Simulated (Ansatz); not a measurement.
Write the native input for Ansatz 0.2.0 that does the following.

| Item | Value |
| --- | --- |
| Task | single point |
| Functional | PBEsol |
| Potentials or basis | Ansatz PAW |
| Cutoff | 420 eV (not typed: the program's choice for these potentials) |
| k mesh | 7 × 7 × 3 |
| Occupations | gaussian, width 0.05 eV |
| Spin | collinear spin, ferromagnetic start |
| Starting moments | [0.5, 0.0, 0.0] μB |
| Hubbard terms | Ta d U = 5 eV |
| Hubbard projectors | ortho-atomic (the default) |
| Double counting | fll (the default) |

TaS2:

```
Ta S
1.0
     3.35000    0.00000    0.00000
    -1.67500    2.90119    0.00000
     0.00000    0.00000    5.86000
Ta S
1 2
Cartesian
  0.0000 0.0000 0.0000
  0.0000 1.9341 1.4650
  1.6750 0.9671 4.3950
```

The input as run:

input.yaml

```yaml
crystal:
  lattice:
    - [3.3500014, 0.0, 0.0]
    - [-1.6750007, 2.90118631, 0.0]
    - [0.0, 0.0, 5.85999874]
  atoms:
    - { symbol: Ta, position: [0.0, 0.0, 0.0], spin: 0.5 }
    - { symbol: S, position: [0.3333333333, 0.6666666667, 0.25] }
    - { symbol: S, position: [0.6666666667, 0.3333333333, 0.75] }
hamiltonian:
  xc: pbesol
  pseudopotentials: { kind: paw }
  hubbard: { sites: [{ species: Ta, l: d, u_eff: 5.0 }] }
magnetization:
  spin_polarized: true
kpoints:
  mp_grid: { grid: [7, 7, 3] }
scf:
  occupations: { method: gaussian, width: 0.05 }
output:
  forces: true
  stress: true
  eigenvalues: true
```

Potentials or basis: Ansatz PAW.

Command:

```bash
$ ansatz run input.yaml --threads 2 --pin off --max-ram 5632MiB --backend cpu --events-out ev --progress --plain --runs-dir out
```

It gave:

```json
{
 "Pressure": "9.1 GPa",
 "Largest force": "1.097 eV/Å",
 "Band gap on the k mesh": "none (metal or under the smearing width)",
 "Net moment": "0.81 μB per cell",
 "Absolute moment": "1.06 μB per cell",
 "Site moments": "Ta +0.49; S -0.04 μB"
}
```

Caveat: the magnetic or orbital state may not be the lowest; this functional lacks dispersion, which binds the layers, so the pressure and a relaxed spacing across them are unreliable; the PAW data sets come from PBE, with cores solved anew for the run's functional, which leaves a small shift of forces and pressure; forces of over 1 eV/Å show positions far from the minimum, so gaps and moduli don't describe the material at rest.

It took 31 s on 2 threads of Arm Neoverse V2 (shared host), peak memory 0.5 GiB.
